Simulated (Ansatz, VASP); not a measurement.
# CuAu in VASP and in Ansatz

File INCAR:

```
SYSTEM = CuAu
PREC     = Accurate       ! precision mode
ENCUT    = 600            ! plane-wave cutoff, eV
EDIFF    = 1E-7           ! SCF threshold, eV
ISMEAR   = 0              ! smearing method
SIGMA    = 0.1            ! smearing width, eV
LREAL    = .False.        ! projectors in reciprocal space
LASPH    = .True.         ! aspherical terms in the spheres
NELM     = 100            ! most SCF steps
ALGO     = Fast           ! electronic algorithm
ISIF     = 3              ! what is computed and relaxed
LWAVE    = .False.        ! write WAVECAR
LCHARG   = .False.        ! write CHGCAR
IBRION   = 2              ! ionic algorithm
NSW      = 70             ! ionic steps
EDIFFG   = -0.005         ! ionic threshold
```

KPOINTS

```
regular mesh
0
Gamma
  14 14 12
  0 0 0
```

File POSCAR:

```
CuAu
1.0
    2.8920326470      0.0000000000      0.0000000000
    0.0000000000      2.8920326470      0.0000000000
    0.0000000000      0.0000000000      3.5876026256
Cu Au
1 1
Direct
    0.5000000000      0.5000000000      0.5000000000
    0.0000000000      0.0000000000      0.0000000000
```

Input for Ansatz:

```yaml
crystal:
  lattice:
    - [2.892032647, 0.0, 0.0]
    - [0.0, 2.892032647, 0.0]
    - [0.0, 0.0, 3.5876026256]
  atoms:
    - { symbol: Cu, position: [0.5, 0.5, 0.5] }
    - { symbol: Au, position: [0.0, 0.0, 0.0] }
basis:
  ecutwfc: 420
kpoints:
  mp_grid: { grid: [14, 14, 12] }
hamiltonian:
  xc: lda
scf:
  occupations: { method: gaussian, width: 0.1 }
output:
  forces: true
  stress: true
  eigenvalues: true
relax:
  adjacent_minimum: "off"
  f_tol: 0.005
  max_steps: 50
  cell: { stress_tol: 0.05 }
```

Alike in both runs: task relaxation of cell and atoms; functional LDA; k mesh 14 × 14 × 12; occupations gaussian, width 0.1 eV; no spin polarisation.

|  | VASP | Ansatz |
| --- | --- | --- |
| version | VASP 6.6.1 | Ansatz 0.2.0 |
| potentials or method | VASP PAW LDA potentials, release 64 (Cu, Au) | scalar-relativistic, plane waves, PAW |
| plane-wave cutoff (eV) | 600 | 420 |
| valence electrons in the cell | 22 | 38 |

```tsv
	VASP	Ansatz	Ansatz less VASP
gap on the k mesh at the Fermi level, each at its own relaxed structure (eV)	none	none	-
relaxed volume (Å³/atom)	13.82	13.78	-0.041
relaxed cell length with the largest relative difference (Å)	2.813	2.810	-0.0036
energy change over the relaxation (meV/atom)	-49	-54	-4.8
```

A gap of «none» marks a metal or a gap that the smearing closes. The two sets of potentials don't hold the same shells in valence.

The runs have no spin-orbit coupling, so splittings on Au are missing. LDA usually gives volumes a few per cent too small. Zero-point motion and thermal expansion aren't in these numbers.
